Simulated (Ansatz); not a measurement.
# 64-atom supercell of zincblende BeSe

What do PBEsol, HSE06 and r²SCAN give for the perfect crystal in this cell, and at what cost?

Program: Ansatz 0.2.0, PAW, plane waves. These are calculated values, not measurements.

## Step 1: Starting point

64 atoms (32 Be, 32 Se); a = 10.258 Å, b = 10.258 Å, c = 10.258 Å, α = 90.00°, β = 90.00°, γ = 90.00°.

Steps to follow: (2) PBEsol cell relaxation at the single k point (½, ½, ½), on 1 × NVIDIA GB300 Max-Q with 8 threads of Arm Neoverse-V2; (3) HSE06 single point at the Γ point alone, on 1 × NVIDIA GB300 Max-Q with 8 threads of Arm Neoverse-V2; (4) r²SCAN single point at the Γ point alone, on 1 × NVIDIA GB300 Max-Q with 8 threads of Arm Neoverse-V2.

## Step 2: Relaxing cell and atoms with PBEsol

in.yaml

```yaml
crystal:
  lattice:
    - [10.257643, 0.000000, 0.000000]
    - [0.000000, 10.257643, 0.000000]
    - [0.000000, 0.000000, 10.257643]
  atoms:
    - { symbol: Be, position: [0.000000, 0.000000, 0.000000] }
    - { symbol: Be, position: [0.000000, 0.000000, 0.500000] }
    - { symbol: Be, position: [0.000000, 0.500000, 0.000000] }
    - { symbol: Be, position: [0.000000, 0.500000, 0.500000] }
    - { symbol: Be, position: [0.500000, 0.000000, 0.000000] }
    - { symbol: Be, position: [0.500000, 0.000000, 0.500000] }
    - { symbol: Be, position: [0.500000, 0.500000, 0.000000] }
    - { symbol: Be, position: [0.500000, 0.500000, 0.500000] }
    - { symbol: Be, position: [0.250000, 0.250000, 0.000000] }
    - { symbol: Be, position: [0.250000, 0.250000, 0.500000] }
    - { symbol: Be, position: [0.250000, 0.750000, 0.000000] }
    - { symbol: Be, position: [0.250000, 0.750000, 0.500000] }
    - { symbol: Be, position: [0.750000, 0.250000, 0.000000] }
    - { symbol: Be, position: [0.750000, 0.250000, 0.500000] }
    - { symbol: Be, position: [0.750000, 0.750000, 0.000000] }
    - { symbol: Be, position: [0.750000, 0.750000, 0.500000] }
    - { symbol: Be, position: [0.250000, 0.000000, 0.250000] }
    - { symbol: Be, position: [0.250000, 0.000000, 0.750000] }
    - { symbol: Be, position: [0.250000, 0.500000, 0.250000] }
    - { symbol: Be, position: [0.250000, 0.500000, 0.750000] }
    - { symbol: Be, position: [0.750000, 0.000000, 0.250000] }
    - { symbol: Be, position: [0.750000, 0.000000, 0.750000] }
    - { symbol: Be, position: [0.750000, 0.500000, 0.250000] }
    - { symbol: Be, position: [0.750000, 0.500000, 0.750000] }
    - { symbol: Be, position: [0.000000, 0.250000, 0.250000] }
    - { symbol: Be, position: [0.000000, 0.250000, 0.750000] }
    - { symbol: Be, position: [0.000000, 0.750000, 0.250000] }
    - { symbol: Be, position: [0.000000, 0.750000, 0.750000] }
    - { symbol: Be, position: [0.500000, 0.250000, 0.250000] }
    - { symbol: Be, position: [0.500000, 0.250000, 0.750000] }
    - { symbol: Be, position: [0.500000, 0.750000, 0.250000] }
    - { symbol: Be, position: [0.500000, 0.750000, 0.750000] }
    - { symbol: Se, position: [0.125000, 0.125000, 0.125000] }
    - { symbol: Se, position: [0.125000, 0.125000, 0.625000] }
    - { symbol: Se, position: [0.125000, 0.625000, 0.125000] }
    - { symbol: Se, position: [0.125000, 0.625000, 0.625000] }
    - { symbol: Se, position: [0.625000, 0.125000, 0.125000] }
    - { symbol: Se, position: [0.625000, 0.125000, 0.625000] }
    - { symbol: Se, position: [0.625000, 0.625000, 0.125000] }
    - { symbol: Se, position: [0.625000, 0.625000, 0.625000] }
    - { symbol: Se, position: [0.375000, 0.375000, 0.125000] }
    - { symbol: Se, position: [0.375000, 0.375000, 0.625000] }
    - { symbol: Se, position: [0.375000, 0.875000, 0.125000] }
    - { symbol: Se, position: [0.375000, 0.875000, 0.625000] }
    - { symbol: Se, position: [0.875000, 0.375000, 0.125000] }
    - { symbol: Se, position: [0.875000, 0.375000, 0.625000] }
    - { symbol: Se, position: [0.875000, 0.875000, 0.125000] }
    - { symbol: Se, position: [0.875000, 0.875000, 0.625000] }
    - { symbol: Se, position: [0.375000, 0.125000, 0.375000] }
    - { symbol: Se, position: [0.375000, 0.125000, 0.875000] }
    - { symbol: Se, position: [0.375000, 0.625000, 0.375000] }
    - { symbol: Se, position: [0.375000, 0.625000, 0.875000] }
    - { symbol: Se, position: [0.875000, 0.125000, 0.375000] }
    - { symbol: Se, position: [0.875000, 0.125000, 0.875000] }
    - { symbol: Se, position: [0.875000, 0.625000, 0.375000] }
    - { symbol: Se, position: [0.875000, 0.625000, 0.875000] }
    - { symbol: Se, position: [0.125000, 0.375000, 0.375000] }
    - { symbol: Se, position: [0.125000, 0.375000, 0.875000] }
    - { symbol: Se, position: [0.125000, 0.875000, 0.375000] }
    - { symbol: Se, position: [0.125000, 0.875000, 0.875000] }
    - { symbol: Se, position: [0.625000, 0.375000, 0.375000] }
    - { symbol: Se, position: [0.625000, 0.375000, 0.875000] }
    - { symbol: Se, position: [0.625000, 0.875000, 0.375000] }
    - { symbol: Se, position: [0.625000, 0.875000, 0.875000] }
kpoints:
  mp_grid: { grid: [1, 1, 1], shift: [0.5, 0.5, 0.5] }
hamiltonian:
  xc: pbesol
scf:
  occupations: { method: fermi_dirac, width: 0.01 }
relax:
  f_tol: 0.03
  max_steps: 80
  escape_saddle: false
  adjacent_minimum: "off"
  cell: { fix: [shape] }
output:
  forces: true
  eigenvalues: true
  populations: true
```

The run is started by

```
> ansatz run in.yaml --threads 8 --pin off --max-ram 118750MiB --runs-dir r --events-out ev --progress --plain --backend cuda --devices 0,
```

The runs that follow: Single point with HSE06; r²SCAN single point.

What does the calculation give? Wanted: for each run, top filled to lowest empty; energy; pressure.

**Answer**, as computed:

```
             level         time   k points  top filled to lowest empty (eV)  energy (eV/atom)  pressure (GPa)
PBEsol, relaxation    6 s (GPU)  (½, ½, ½)                             4.60        -2758.0485            0.05
             HSE06   32 s (GPU)          Γ                             3.46        -2782.5845               -
            r²SCAN  6.2 s (GPU)          Γ                             3.08        -2786.6386               -
```

```
     quantity                                                                         value
   relaxation                                              3 recorded steps, 0.01 eV gained
largest shift                                                                        0.00 Å
 relaxed cell  a = 10.276 Å, b = 10.276 Å, c = 10.276 Å, α = 90.00°, β = 90.00°, γ = 90.00°
```

Relaxation gains 0.01 eV and leaves the fractional positions as they were, while the volume changes by +0.5 %. At the same k points, r²SCAN gives a spacing 0.38 eV smaller than the 3.46 eV of HSE06. Rows on different k points differ by sampling as well as by level. Exact exchange costs time: HSE06 ran about 5.1 times as long as r²SCAN on the same kind of device. No spin–orbit coupling is included; with elements this heavy it would shift the edges. With one k point the spacing samples only the states that fold onto it, so it can exceed the gap over the zone.
